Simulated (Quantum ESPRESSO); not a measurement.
Input of a Quantum ESPRESSO 7.5 run:

The input pw.in:

```
&CONTROL
  calculation = 'scf'
  prefix = 'pwscf'
  outdir = './tmp'
  pseudo_dir = './pseudo'
  tprnfor = .true.
  tstress = .true.
  disk_io = 'nowf'
/
&SYSTEM
  ibrav = 0
  A = 3.34461508
  nat = 2
  ntyp = 2
  ecutwfc = 45
  ecutrho = 360
  nbnd = 17
  occupations = 'smearing'
  smearing = 'fd'
  degauss = 0.00367493
/
&ELECTRONS
  conv_thr = 4d-10
  electron_maxstep = 120
  mixing_beta = 0.3
/
ATOMIC_SPECIES
Zr    91.2240 zr_pbesol_v1.uspp.F.UPF
C     12.0110 c_pbesol_v1.2.uspp.F.UPF
CELL_PARAMETERS alat
   0.0000000000    0.7071067801    0.7071067801
   0.7071067801    0.0000000000    0.7071067801
   0.7071067801    0.7071067801    0.0000000000
ATOMIC_POSITIONS alat
Zr     0.7071067801    0.7071067801    0.7071067801
C      0.0000000000    0.0000000000    0.0000000000
K_POINTS automatic
10 10 10 0 0 0
HUBBARD {ortho-atomic}
U Zr-4d 1.0
```

Potentials or basis: GBRV 1.5 PBEsol.

The run is started by

```console
$ OMP_NUM_THREADS=1 mpirun -n 2 pw.x -nk 2 -in pw.in > pw.out
```

**Question.** Predict the band gap on the k mesh.

**Answer.** None (metal or under the smearing width).

**Question.** Predict the pressure.

**Answer.** -7.2 GPa.

Eigenvalues of the final occupation matrices:
```csv
site,spin,trace,eigenvalues
Zr 1 4d,each,1.35,0.22 0.22 0.22 0.34 0.34
```

Caveat: U without spin polarisation on a metal has little footing; the U is typed as a test and isn't derived for this compound.
